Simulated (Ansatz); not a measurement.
# W: response to strain

W is deformed so: x and y strained by +1.5 %, z held. What stress and forces result, by LAPW, PAW and all-electron datasets made for the crystal?

The COD cell was measured well above room temperature, so it is larger than a cold one.

Method: DFT PBE, scalar-relativistic, in Ansatz 0.2.0.

## 1. The structure to begin with

It takes space group Im-3m (No. 229, cubic). Conventional cell: a = 3.195 Å, b = 3.195 Å, c = 3.195 Å, α = 90.00°, β = 90.00°, γ = 90.00°. W (site symmetry m-3m) has 8 W at 2.77 Å as nearest neighbours.

Coordinates:

```xyz
1
Lattice="-1.5973 1.5973 1.5973 1.5973 -1.5973 1.5973 1.5973 1.5973 -1.5973" Properties=species:S:1:pos:R:3 pbc="T T T"
W     0.0000    0.0000    0.0000
```

## 2. After the deformation

Space group Im-3m before, I4/mmm after.

## 3. All-electron LAPW

The input, input.yaml:

```yaml
crystal:
  lattice:
    - [-1.6212595, 1.6212595, 1.5973]
    - [1.6212595, -1.6212595, 1.5973]
    - [1.6212595, 1.6212595, -1.5973]
  atoms:
    - { symbol: W, position: [0.0, 0.0, 0.0] }
kpoints:
  mp_grid: { grid: [14, 14, 14] }
scf:
  occupations: { method: fermi_dirac, width: 0.08 }
hamiltonian:
  xc: pbe
  pseudopotentials: { kind: all_electron, lapw: { basis_error: 0.001 } }
output:
  forces: true
  stress: true
  eigenvalues: true
```

The program printed, cut to the lines that bear on the results:

```text
LAPW: plane waves up to 8.445 Å⁻¹, error target 1.0e-3 eV per atom; small_component_spin mean_spin; W in spheres of 1.397 Å, 38 of its electrons in bands, Dirac shells []
[...]
Pseudopotentials: kind: all_electron
Pseudopotential: W, LAPW, valence charge 38, Koelling and Harmon's equation, gaussian nucleus
Functional definition: PBE
[...]
Crystal: 1 atoms, lattice volume = 16.794 Å³
Basis set: ecut = 271.7256337682395 eV, 177 PW (Γ), exchange–correlation at level 2
Bands: 23, of which v1, the nominal top of the filled ones, is band 19 counted from 1 (18 counted from 0)
Symmetry: 16 space group operations
Space group: I4/mmm (ITA 139), of the structure as read, at distance tolerance 2.6e-5 Å
k-points: 244 of 2744
[...]
SCF iter   1: F=—  HF=-439202.406400 eV  |F-HF|=—  |Δ(HF+E_count)|=         —  Δρ=3.50e-2  dr2=1.11e-1  ethr=2.91e-4  ⟨swp⟩=2.9  Hψ=35425  notcnv=0
[...]
the basis was enlarged: its passes take 995.7 KiB over the memory plan, 1 of 1 planned eigensolver slots
[...]
SCF iter   8: F=-439202.195088 eV  HF=-439202.195088 eV  |F-HF|=2.68e-9  |Δ(HF+E_count)|=   1.45e-7  Δρ=1.24e-5  dr2=1.39e-8  ethr=1.98e-9  ⟨swp⟩=2.0  Hψ=16680  notcnv=0
[...]
SCF converged after 8 iterations
Free energy (F): -439202.195088 eV
[...]
E sigma→0 (E₀):  -439202.189096 eV
Entropy (-TS):   -0.011983 eV (-11.983 meV/atom)
Fermi energy:    27.397472 eV
[...]
--- Forces (eV/Å), atoms counted from 1 ---
  atom   1  W     -0.00000000     0.00000000     0.00000000
[...]
--- Stress (GPa, compression-positive) ---
      -12.175390       0.000000       0.000000
        0.000000     -12.175390       0.000000
        0.000000       0.000000      -8.085198
  P = ⅓ Tr σ = -10.8120 GPa (-108.120 kbar)
--- Band table (eV; the first three rows and the last of 244) ---
  k-point 0: bands = ["-205.9007", "-205.8969", "-205.8582", "-205.8571", "-205.8571", "-46.8393", "-10.5253", "-10.5253", "-10.5185", "-1.0530", "-1.0526", "-1.0526", "-1.0426", "-1.0426", "-1.0384", "-0.9688", "18.0403", "26.0791", "26.2643", "26.2643", "29.3382", "29.5850", "41.6124"]
[...]
```

Run time: 29 s. Hardware: 1 thread, shared host.

This run gives: pressure -10.81 GPa; no gap.

## 4. Frozen-core PAW

Changes to input.yaml since step 3:

```diff
@@ -13,3 +13,3 @@
   xc: pbe
-  pseudopotentials: { kind: all_electron, lapw: { basis_error: 0.001 } }
+  pseudopotentials: { kind: paw }
 output:
@@ -18 +18,2 @@
   eigenvalues: true
+  efg: { contact_densities: true }
```

The program printed, cut to the lines that bear on the results:

```text
W: output.efg is read without spin–orbit coupling, which moves field gradients at and beside such atoms by some per cent and up to a factor of two; PAW files take it under magnetization.noncollinear and magnetization.spin_orbit
[...]
Pseudopotentials: kind: paw
Pseudopotential: W, paw, valence charge 14, recommended cutoff 420 eV (normal)
[... 1 set-up line as earlier in the session ...]
[...]
Crystal: 1 atoms, lattice volume = 16.794 Å³
Basis set: ecut = 420 eV, 321 PW (Γ), exchange–correlation on 40×40×40 points (8 copies of the dense FFT grid, shifted against one another)
Bands: 11, of which v1, the nominal top of the filled ones, is band 7 counted from 1 (6 counted from 0)
[... 2 set-up lines as earlier in the session ...]
k-points: 244 of 2744
[...]
SCF converged after 6 iterations
Free energy (F): -10384.797602 eV
[...]
E sigma→0 (E₀):  -10384.791602 eV
Entropy (-TS):   -0.012000 eV (-12.000 meV/atom)
Fermi energy:    21.228932 eV
[...]
--- Forces (eV/Å), atoms counted from 1 ---
  atom   1  W      0.00000000     0.00000000    -0.00000000
[...]
--- Stress (GPa, compression-positive) ---
      -12.292747       0.000000       0.000000
        0.000000     -12.292747       0.000000
       -0.000000      -0.000000      -8.204775
  P = ⅓ Tr σ = -10.9301 GPa (-109.301 kbar)
--- PAW observables at the nuclei: V_zz in 10²¹ V/m², potentials from the cell's mean, atoms counted from 1 ---
  atom   1  W  V_zz =    -1.847218   η = 0.0000   by run symmetry: allowed
            electrostatic potential = -14819.497496 V   contact ρ = 8822087.637763 e/Å³
--- Band table (eV; the first three rows and the last of 244) ---
  k-point 0: bands = ["-53.0104", "-16.6905", "-16.6905", "-16.6835", "11.8746", "19.9106", "20.0959", "20.0959", "23.1682", "23.4147", "35.4663"]
[...]
```

Run time: 4 s. Hardware: 1 thread, shared host.

Read from it: pressure -10.93 GPa; no gap; Vzz W -1.85 (η = 0.00) (10²¹ V/m²).

## 5. All-electron PAW on datasets made for the crystal

Changes to input.yaml since step 4:

```diff
@@ -13,3 +13,3 @@
   xc: pbe
-  pseudopotentials: { kind: paw }
+  pseudopotentials: { kind: all_electron, datasets: crystal }
 output:
```

The program printed, cut to the lines that bear on the results:

```text
[...]
W: output.efg is read without spin–orbit coupling, which moves field gradients at and beside such atoms by some per cent and up to a factor of two; PAW files take it under magnetization.noncollinear and magnetization.spin_orbit
[...]
[... 1 set-up line as earlier in the session ...]
Pseudopotential: W, paw, valence charge 28, recommended cutoff 300 eV (normal), Koelling and Harmon's equation, gaussian nucleus
[... 1 set-up line as earlier in the session ...]
[...]
Crystal: 1 atoms, lattice volume = 16.794 Å³
Basis set: ecut = 300 eV, 201 PW (Γ), exchange–correlation on 32×32×32 points (8 copies of the dense FFT grid, shifted against one another)
Bands: 7, of which v1, the nominal top of the filled ones, is band 3 counted from 1 (2 counted from 0)
[... 2 set-up lines as earlier in the session ...]
k-points: 244 of 2744
[...]
Fermi energy:    27.397422 eV
[...]
  The terms above E_closure are by the made datasets' own strengths, without shells solved beside the bands.
--- Forces (eV/Å), atoms counted from 1 ---
  atom   1  W      0.00000000     0.00000000    -0.00000000
[...]
--- Stress (GPa, compression-positive) ---
      -12.174668      -0.000000       0.000000
       -0.000000     -12.174668       0.000000
        0.000000       0.000000      -8.085466
  P = ⅓ Tr σ = -10.8116 GPa (-108.116 kbar)
  It holds what live shells' own plane waves past their cutoff add
--- PAW observables at the nuclei: V_zz in 10²¹ V/m², potentials from the cell's mean, atoms counted from 1 ---
  atom   1  W  V_zz =    -1.815356   η = 0.0000   by run symmetry: allowed
            electrostatic potential = -14819.500741 V   contact ρ = 8817750.804449 e/Å³
--- Band table (eV; the first three rows and the last of 244) ---
  k-point 0: bands = ["18.0403", "26.0791", "26.2643", "26.2643", "29.3382", "29.5851"]
[...]
```

Wall time 9.2 s (1 thread, shared host).

This run gives: pressure -10.81 GPa; no gap; Vzz W -1.82 (η = 0.00) (10²¹ V/m²).

## 6. Side by side

Stress (GPa, compression positive):

```
          method      xx      yy     zz    yz    xz    xy
            LAPW  -12.18  -12.18  -8.09  0.00  0.00  0.00
             PAW  -12.29  -12.29  -8.20  0.00  0.00  0.00
crystal datasets  -12.17  -12.17  -8.09  0.00  0.00  0.00
```

```
          method  pressure (GPa)  Vzz W (10²¹ V/m²)  SCF cycles, all passes   time
            LAPW          -10.81                  –                       8   29 s
             PAW          -10.93              -1.85                       6    4 s
crystal datasets          -10.81              -1.82                       7  9.2 s
```

## 7. Results

```
                                 quantity                                                 value
                                 pressure  LAPW -10.81, PAW -10.93, crystal datasets -10.81 GPa
largest shear or deviatoric stress (LAPW)                                              2.73 GPa
```

The largest part of the stress beyond the pressure is 2.73 GPa in size, in the zz component. No run of the undeformed cell stands beside it, so the pressure holds what the given cell had before the change. PAW: stress within 0.12 GPa of LAPW. Crystal datasets: stress within 0.01 GPa of LAPW. Spin-orbit coupling is left out, though the cell holds W; in elements this heavy it can shift bands and gaps by tenths of an eV.
